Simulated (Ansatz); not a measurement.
Wanted: the native input for an Ansatz 0.2.0 run.

- Task: band structure
- Functional: BLYP
- Potentials or basis: Ansatz PAW
- Cutoff: 420 eV (not typed: the program's choice for these potentials)
- k mesh: 9 × 9 × 9
- Occupations: fermi-dirac, width 0.05 eV
- Spin: no spin polarisation
- Path: [["G", "X", "W", "K", "G", "L", "U", "W", "L", "K"], ["U", "X"]]
- Points for each segment of the path: 14

SnO2:

```
CELL_PARAMETERS angstrom
0.00000 2.57415 2.57415
2.57415 0.00000 2.57415
2.57415 2.57415 0.00000
ATOMIC_POSITIONS crystal
Sn 0.00000 0.00000 0.00000
O 0.75000 0.75000 0.75000
O 0.25000 0.25000 0.25000
```

Measurements of this composition are mostly on another form, of space group No. 136.

One way to write it, as run:

input.yaml

```yaml
crystal:
  lattice:
    - [0.0, 2.57415, 2.57415]
    - [2.57415, 0.0, 2.57415]
    - [2.57415, 2.57415, 0.0]
  atoms:
    - { symbol: Sn, position: [0.0, 0.0, 0.0] }
    - { symbol: O, position: [0.75, 0.75, 0.75] }
    - { symbol: O, position: [0.25, 0.25, 0.25] }
hamiltonian:
  xc: blyp
  pseudopotentials: { kind: paw }
kpoints:
  mp_grid: { grid: [9, 9, 9] }
  band_path:
    path:
      - [[0.0, 0.0, 0.0], [0.5, 0.0, 0.5], [0.5, 0.25, 0.75], [0.375, 0.375, 0.75], [0.0, 0.0, 0.0], [0.5, 0.5, 0.5], [0.625, 0.25, 0.625], [0.5, 0.25, 0.75], [0.5, 0.5, 0.5], [0.375, 0.375, 0.75]]
      - [[0.625, 0.25, 0.625], [0.5, 0.0, 0.5]]
    npoints: 14
scf:
  occupations: { method: fermi_dirac, width: 0.05 }
  n_extra_bands: 7
output:
  forces: true
  stress: true
  eigenvalues: true
  fatbands: false
```

Potentials or basis: Ansatz PAW.

Launch:

```sh
$ ansatz run input.yaml --threads 2 --pin off --max-ram 5632MiB --backend cpu --events-out ev --progress --plain --runs-dir out
```

Results of the run:

* Pressure: 5.9 GPa
* Band gap on the k mesh: none (metal or under the smearing width)

Caveat: the pressure holds a Pulay correction of +1.2 GPa for the finite cutoff; spin-orbit coupling is left out, which moves the levels of the heavy elements; the PAW data sets come from PBE, with cores solved anew for the run's functional, which leaves a small shift of forces and pressure.

It took 1.5 s on 2 threads of Arm Neoverse V2, on a shared host, peak memory 0.29 GiB.
